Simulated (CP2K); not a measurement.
The system is Se.

```
Se
1.0
     4.36620    0.00000    0.00000
    -2.18310    3.78124    0.00000
     0.00000    0.00000    4.95360
Se
3
Direct
  0.77460 0.77460 0.00000
  0.00000 0.22540 0.66667
  0.22540 0.00000 0.33333
```

Program: CP2K 2026.2. Alike in all runs: task single point; potentials or basis POTENTIAL_UZH Se GTH-PBE-q6; TZVP-MOLOPT-PBE-GTH basis; no spin polarisation; cell as given; k mesh 7 × 7 × 6; smearing fermi-dirac 0.05 eV.

**Question.** Order these runs on this cell by their band gap on the k mesh, lowest first.
A. level MS2
B. level LDA
C. level revPBE

**Answer.** B (1.04 eV), C (1.24 eV), A (1.69 eV).

Caveats: an odd mesh through Γ misses points on the zone boundary, where band edges often lie; the basis of atomic orbitals isn't converged, which shifts pressures, moduli and gaps.
